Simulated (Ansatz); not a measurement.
# Scan of one atom of the cell for ZrO2 (tetragonal-ZrO2 type, space group P4_2/nmc)

ZrO2 (tetragonal-ZrO2 type, space group P4_2/nmc)

```
CELL_PARAMETERS angstrom
      3.60134     0.00000     0.00000
      0.00000     3.60134     0.00000
      0.00000     0.00000     5.22807
ATOMIC_POSITIONS crystal
  Zr 0.00000 0.00000 0.00000
  Zr 0.50000 0.50000 0.50000
  O  0.00000 0.50000 0.19679
  O  0.00000 0.50000 0.69679
  O  0.50000 0.00000 0.30321
  O  0.50000 0.00000 0.80321
```

Scan: atom 6 (O, nearest neighbour Zr at 2.074 Å; its periodic images, 3.6 Å or more away, move with it) is displaced along Cartesian [111], direction (0.577, 0.577, 0.577) in Cartesian axes, by s. The other atoms stay.

All values below come from r2SCAN (plane waves to 500 eV, PAW, scalar-relativistic; Ansatz, a quantum-chemistry and plane-wave program). k mesh 7×7×5 (Γ-centred), Fermi-Dirac smearing 0.05 eV. The energy includes the smearing's −TS. Compression counts positive. Left out: 3 of 11 points, with atoms too close for the PAW data. F∥ is the force on the atom along that direction. F⊥ is the part of the force across the line. This is a high-temperature form of ZrO2. ZrO2 is run without spin polarisation. ZrO2 was relaxed with its symmetry unable to fall. The zero of ΔE is the undisplaced structure.

```tsv
s (Å)	ΔE (meV/cell)	|F⊥| (eV/Å)	F∥ (eV/Å)	P (GPa)
-0.620	2290	1.776	7.998	9.5
-0.496	1427	0.754	5.979	5.3
-0.372	793	0.377	4.289	2.3
-0.248	354	0.474	2.820	0.4
-0.124	90	0.394	1.436	-0.3
0.000	0	0.000	0.000	0.0
0.124	97	0.765	-1.608	1.5
0.248	410	1.990	-3.486	4.4
```

Read from the data:

| Item | Value |
|---|---|
| Energy at s = 0.248 Å | 410 meV/cell |
| Force along the line at s = -0.620 Å | 8.00 eV/Å |
| Symmetry of the curve | not even: the positive side lies higher at ±0.248 Å |
| Shape of the curve | a single well with its minimum at or next to zero displacement |
| Force constant k = d²E/ds² at s = 0 (finite differences) | 12.1 eV/Å² |
| Harmonic estimate at the end of the scan | ½ks² = 373 meV/cell against the computed 410 meV/cell, so the well is stiffer than harmonic there |

(For displaced atoms, the force is minus the slope of the energy, and its curvature is a force constant, which sets phonon frequencies.)
